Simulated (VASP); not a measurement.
# SiNi: the relaxed cell at several levels, part 3 of 3

Aim: relax SiNi at several levels and hold each cell against experiment. The start is a cell from a database of measured crystal structures.

VASP 6.6.1, plane waves and PAW; the level of theory is named at each step.

So far. Step 3 (Relaxation with LDA): It ends at 11.11 Å³/atom, -4.5 % from the start, with 0.06 GPa left. The conventional cell has a = 2.930, b = 3.272 and c = 4.635 Å. Step 4 (Relaxation with PBE): It ends at 11.71 Å³/atom, +0.7 % from the start, with -0.07 GPa left. The conventional cell has a = 2.995, b = 3.320 and c = 4.712 Å.

## (5) Relaxation with r2SCAN

This step: r2SCAN, spin-polarised from a ferromagnetic start; plane waves and PAW (Si, Ni) (VASP 6.6.1).

r2SCAN adds the kinetic-energy density, costs more than a GGA and is run with LASPH.

INCAR reads:

```
SYSTEM = SiNi
PREC = Accurate
ENCUT = 520
EDIFF = 1E-06
NELM = 100
ISMEAR = -1
SIGMA = 0.05
LREAL = .FALSE.
ALGO = Normal
METAGGA = R2SCAN
LASPH = .TRUE.
NBANDS = 24
ISPIN = 2
MAGMOM = 0 0 1 1
LMAXMIX = 4
LORBIT = 11
LWAVE = .FALSE.
LCHARG = .FALSE.
KPAR = 2
IBRION = 2
NSW = 60
ISIF = 3
EDIFFG = -0.01
```

POSCAR reads:

```
SiNi
1.0
    3.0266200000      0.0000000000      0.0000000000
    0.0000000000      3.2735000000      0.0000000000
    0.0000000000      0.0000000000      4.6977600000
Si Ni
2 2
Direct
    0.5000000000      0.5000000000      0.8423000000
    0.0000000000      0.0000000000      0.1577000000
    0.5000000000      0.5000000000      0.3442200000
    0.0000000000      0.0000000000      0.6557800000
```

KPOINTS reads:

```
Automatic mesh
0
Gamma
9 8 6
0 0 0
```

The projector-augmented-wave data sets are Si and Ni (PBE family, release 64).

The run is started by

```sh
$ mpirun -np 2 vasp_std
```

What it wrote:

```text
[banner, memory and clock lines left out]
running    2 mpi-ranks, on    1 nodes
[...]
[... a notice as in an earlier step ...]

 LDA part: xc-table for (None), standard interpolation
 POSCAR, INCAR and KPOINTS ok, starting setup
[...]
entering main loop
       N       E                     dE             d eps       ncg     rms          rms(c)
DAV:   1     0.123059854690E+03    0.12306E+03   -0.12600E+04  9632   0.143E+03
DAV:   2    -0.405532767752E+02   -0.16361E+03   -0.15242E+03  9840   0.278E+02
DAV:   3    -0.490344813605E+02   -0.84812E+01   -0.82928E+01 12048   0.745E+01
DAV:   4    -0.491902961592E+02   -0.15581E+00   -0.15570E+00 10848   0.912E+00
[...]
DAV:  14    -0.430903873531E+02   -0.61677E-05   -0.64742E-06 11576   0.183E-02    0.658E-03
DAV:  15    -0.430903913345E+02   -0.39814E-05   -0.55784E-06 10608   0.151E-02    0.552E-03
DAV:  16    -0.430903920989E+02   -0.76443E-06   -0.95077E-07  8280   0.905E-03
   1 F= -.43090392E+02 E0= -.43085714E+02  d E =-.430904E+02  mag=     0.0001
[... from here on, the cycles between the ionic steps are left out ...]
   2 F= -.43088696E+02 E0= -.43084592E+02  d E =0.169585E-02  mag=    -0.0000
   3 F= -.43108575E+02 E0= -.43104228E+02  d E =-.181827E-01  mag=     0.0000
   4 F= -.43110907E+02 E0= -.43106850E+02  d E =-.233189E-02  mag=    -0.0000
   5 F= -.43112008E+02 E0= -.43108046E+02  d E =-.343349E-02  mag=    -0.0000
   6 F= -.43113214E+02 E0= -.43109357E+02  d E =-.120557E-02  mag=     0.0000
   7 F= -.43113618E+02 E0= -.43109912E+02  d E =-.160965E-02  mag=     0.0000
   8 F= -.43113620E+02 E0= -.43109931E+02  d E =-.161206E-02  mag=    -0.0000
   9 F= -.43113700E+02 E0= -.43110103E+02  d E =-.792088E-04  mag=     0.0000
  10 F= -.43113755E+02 E0= -.43110125E+02  d E =-.134838E-03  mag=    -0.0000
  11 F= -.43113783E+02 E0= -.43110154E+02  d E =-.273300E-04  mag=     0.0000
 trial-energy change:   -0.000027  1 .order   -0.000033   -0.000092    0.000027
 step:   0.8930(harm=  0.9592)  dis= 0.00089  next Energy=   -43.113786 (dE=-0.312E-04)
 reached required accuracy - stopping structural energy minimisation
```

Wall time 40 min (2 MPI ranks of AMD EPYC 7R43, shared host); peak memory 0.52 GiB; 80 min of CPU time.

Parts of OUTCAR (step 5):

```text
  Total        0.0023956     -0.0119613      0.0022915      0.0000000      0.0000000      0.0000000
  in kB        0.0846831     -0.4228314      0.0810056      0.0000000      0.0000000      0.0000000
  external PRESSURE =      -0.0857142 kB  Pullay stress =       0.0000000 kB

 POSITION                                       TOTAL-FORCE (eV/Angst)
 -----------------------------------------------------------------------------------
      1.47303      1.64972      3.93131         0.000000      0.000000     -0.007974
      0.00000      0.00000      0.73141         0.000000      0.000000      0.007974
      1.47303      1.64972      1.60029         0.000000      0.000000      0.003298
      0.00000      0.00000      3.06242         0.000000      0.000000     -0.003298
 -----------------------------------------------------------------------------------
    total drift:                                0.000000     -0.000000     -0.000000

  FREE ENERGIE OF THE ION-ELECTRON SYSTEM (eV)
  ---------------------------------------------------
  free  energy   TOTEN  =       -43.1137825577 eV

  energy  without entropy=      -43.1065249789  energy(sigma->0) =      -43.11015377

 magnetization (x)
# of ion       s       p       d       tot
------------------------------------------
    1        0.000   0.000   0.000   0.000
    2        0.000   0.000   0.000   0.000
    3        0.000  -0.000   0.000   0.000
    4        0.000  -0.000   0.000   0.000
--------------------------------------------------
tot          0.000  -0.000   0.000   0.000

[... 2 parts as in an earlier step ...]

[... 2 further parts left out ...]
[key lines of the parts left out:]
E-fermi :  11.6235
```

Relaxation path:

| step | energy less that of the first step (eV) | largest force (eV/Å) | pressure (GPa) | volume (Å³) |
| --- | --- | --- | --- | --- |
| 1 | 0.0000 | 0.1407 | -4.64 | 46.54 |
| 2 | 0.0017 | 0.1451 | 5.54 | 44.31 |
| 3 | -0.0182 | 0.0819 | 0.11 | 45.43 |
| 4 | -0.0205 | 0.0076 | 0.04 | 45.39 |
| 5 | -0.0216 | 0.0926 | 0.05 | 45.33 |
| 6 | -0.0228 | 0.0401 | -0.03 | 45.34 |
| 7 | -0.0232 | 0.0382 | -0.11 | 45.34 |
| 8 | -0.0232 | 0.0412 | -0.16 | 45.34 |
| 9 | -0.0233 | 0.0124 | 0.37 | 45.24 |
| 10 | -0.0234 | 0.0142 | 0.11 | 45.28 |
| 11 | -0.0234 | 0.0080 | -0.01 | 45.32 |

| conventional cell, symmetrised | before | after | change |
| --- | --- | --- | --- |
| a (Å) | 3.027 | 2.946 | -2.7 % |
| b (Å) | 3.273 | 3.299 | +0.8 % |
| c (Å) | 4.698 | 4.663 | -0.7 % |
| volume (Å³/atom) | 11.64 | 11.33 | -2.6 % |

Final coordinates:

```
Si Ni
1.0
     2.94606    0.00000    0.00000
     0.00000    3.29944    0.00000
     0.00000    0.00000    4.66271
Si Ni
2 2
Direct
  0.50000 0.50000 0.84314
  0.00000 0.00000 0.15686
  0.50000 0.50000 0.34321
  0.00000 0.00000 0.65679
```

It ends at 11.33 Å³/atom, -2.6 % from the start, with -0.01 GPa left. The conventional cell has a = 2.946, b = 3.299 and c = 4.663 Å.

## (6) Relaxation with PBEsol + D3(BJ)

This step: PBEsol with D3(BJ), spin-polarised from a ferromagnetic start; plane waves and PAW (Si, Ni) (VASP 6.6.1).

A dispersion term adds the long-range attraction that semilocal functionals lack. D3 with Becke-Johnson damping keeps a finite attraction at short range.

Edit INCAR of step 5 so:

```diff
@@ -9,4 +9,4 @@
 ALGO = Normal
-METAGGA = R2SCAN
-LASPH = .TRUE.
+GGA = PS
+IVDW = 12
 NBANDS = 24
@@ -14,2 +14,3 @@
 MAGMOM = 0 0 1 1
+LASPH = .TRUE.
 LMAXMIX = 4
```

POSCAR is that of step 5.

KPOINTS is that of step 5.

The run is started by

```sh
$ mpirun -np 2 vasp_std
```

What it wrote:

```text
[banner, memory and clock lines left out]
running    2 mpi-ranks, on    1 nodes
[...]
[... a notice as in an earlier step ...]

 LDA part: xc-table for (Slater+PW92), standard interpolation
 POSCAR, INCAR and KPOINTS ok, starting setup
[...]
entering main loop
       N       E                     dE             d eps       ncg     rms          rms(c)
[... 16 cycles as in an earlier step ...]
   1 F= -.27658284E+02 E0= -.27653150E+02  d E =-.276583E+02  mag=    -0.0000
[... from here on, the cycles between the ionic steps are left out ...]
   2 F= -.27647050E+02 E0= -.27642747E+02  d E =0.112342E-01  mag=    -0.0000
   3 F= -.27745280E+02 E0= -.27740662E+02  d E =-.869959E-01  mag=     0.0000
   4 F= -.27745272E+02 E0= -.27740663E+02  d E =-.869879E-01  mag=     0.0000
   5 F= -.27752020E+02 E0= -.27747639E+02  d E =-.674821E-02  mag=     0.0000
   6 F= -.27752869E+02 E0= -.27748439E+02  d E =-.759668E-02  mag=     0.0000
   7 F= -.27754848E+02 E0= -.27750553E+02  d E =-.197962E-02  mag=     0.0000
   8 F= -.27755988E+02 E0= -.27751950E+02  d E =-.311946E-02  mag=     0.0000
   9 F= -.27756939E+02 E0= -.27753072E+02  d E =-.950574E-03  mag=     0.0000
  10 F= -.27756939E+02 E0= -.27753079E+02  d E =-.950686E-03  mag=     0.0000
  11 F= -.27756939E+02 E0= -.27753076E+02  d E =-.950948E-03  mag=    -0.0000
  12 F= -.27757002E+02 E0= -.27753151E+02  d E =-.629489E-04  mag=    -0.0000
 trial-energy change:   -0.000063  1 .order   -0.000063   -0.000097   -0.000029
 step:   0.9921(harm=  0.9921)  dis= 0.00147  next Energy=   -27.757008 (dE=-0.691E-04)
 reached required accuracy - stopping structural energy minimisation
```

Run time: 12 min. Hardware: 2 MPI ranks; peak memory 0.54 GiB; 23 min of CPU time.

Parts of OUTCAR (step 6):

```text
 Edisp (eV)   -1.81535

 Edisp (eV)   -1.81490

  Total      -0.01965    -0.01111     0.02782     0.00000     0.00000     0.00000
  in kB      -0.71864    -0.40634     1.01731     0.00000     0.00000     0.00000
  external pressure =       -0.04 kB  Pullay stress =        0.00 kB

 POSITION                                       TOTAL-FORCE (eV/Angst)
 -----------------------------------------------------------------------------------
      1.44816      1.63185      3.90728         0.000000      0.000000     -0.005130
      0.00000      0.00000      0.72730         0.000000      0.000000      0.005130
      1.44816      1.63185      1.59633         0.000000      0.000000     -0.004908
      0.00000      0.00000      3.03825         0.000000      0.000000      0.004908
 -----------------------------------------------------------------------------------
    total drift:                                0.000000      0.000000      0.000000

  FREE ENERGIE OF THE ION-ELECTRON SYSTEM (eV)
  ---------------------------------------------------
  free  energy   TOTEN  =       -27.7570020174 eV

  energy  without entropy=      -27.7493007549  energy(sigma->0) =      -27.75315139

[... 3 parts as in an earlier step ...]

[... 2 further parts left out ...]
[key lines of the parts left out:]
E-fermi :  12.1229
```

Dispersion corrections of this kind ignore metallic screening and tend to overbind metals.

It ends at 10.95 Å³/atom, -5.9 % from the start, with 0.00 GPa left. The conventional cell has a = 2.896, b = 3.264 and c = 4.635 Å. Against plain PBEsol, the dispersion term moves a by -1.6 %, b by -0.9 % and c by -0.8 %.

## (7) The cells as a table

This step: relaxed cells at several levels; plane waves and PAW (VASP 6.6.1).

This step runs nothing: it gathers the runs above.

Lengths are those of the conventional cell; cost is the wall time of each run, as given at its step, times its ranks, without the set-up around it. Results by level, by row:

| level | volume (Å³/atom) | change from the start (%) | a (Å) | b (Å) | c (Å) | largest site moment (μB) | cost (core minutes) |
| --- | --- | --- | --- | --- | --- | --- | --- |
| PBEsol | 11.32 | -2.7 | 2.943 | 3.294 | 4.671 | 0 | 19.8 |
| LDA | 11.11 | -4.5 | 2.93 | 3.272 | 4.635 | 0 | 19.1 |
| PBE | 11.71 | 0.7 | 2.995 | 3.32 | 4.712 | 0 | 15.6 |
| r2SCAN | 11.33 | -2.6 | 2.946 | 3.299 | 4.663 | 0 | 80.1 |
| PBEsol + D3(BJ) | 10.95 | -5.9 | 2.896 | 3.264 | 4.635 | 0 | 23.5 |

## (8) What came out

| Item | Value |
| --- | --- |
| volume, PBEsol | 11.32 Å³/atom |
| volume, LDA | 11.11 Å³/atom |
| volume, PBE | 11.71 Å³/atom |
| volume, r2SCAN | 11.33 Å³/atom |
| volume, PBEsol + D3(BJ) | 10.95 Å³/atom |

For SiNi the levels give volumes between 10.95 Å³/atom (PBEsol + D3(BJ)) and 11.71 Å³/atom (PBE), a spread of 6.9 %, while the cost of the finished runs spans a factor of 5.1. Against the volume of the start, a cell from experiment, PBE comes nearest (+0.7 %) and PBEsol + D3(BJ) lies farthest (-5.9 %); thermal expansion is in that cell alone. Within 2 % of it: PBE. The costs hold the number of ionic steps as well as the price of the functional. Against the listed lengths the levels give a from -4.3 % to -1.1 %, b from -0.3 % to +1.4 % and c from -1.3 % to +0.3 %. All runs lost the moments they were started with, so they describe a non-magnetic state; an order that doesn't fit this cell would change the volume. Adding D3(BJ) to PBEsol changes the volume by -3.2 % (a by -1.6 %, b by -0.9 % and c by -0.8 %). Pairwise corrections of the D and TS kind ignore the screening in a metal, so they may overbind here. Within 0.02 Å all end in space group Pmmn; the runs can't lower the symmetry of the start. Only the typed magnetic starts were tried, so the magnetic ground state may differ and with it the other results. Each is a single relaxation on the plane waves of the start cell, so larger changes of volume carry a basis-set error that was not tested here. Zero-point and thermal expansion are not included.

[Lines on the potential files, build, host, timing and source positions are cut from VASP's logs without a mark.]

[Logs are printed without paths, hosts, clocks, repeated set-up lines and the standing remarks that a program may print on its own settings, such as how far it seeks lower states.]

[Hosts, paths, dates, database ids (printed as entryN), source tags and the programs' standing remarks are cut or masked in the printed files.]

[A measured line is paired with the nearest computed mode of its activity, which favours agreement.]
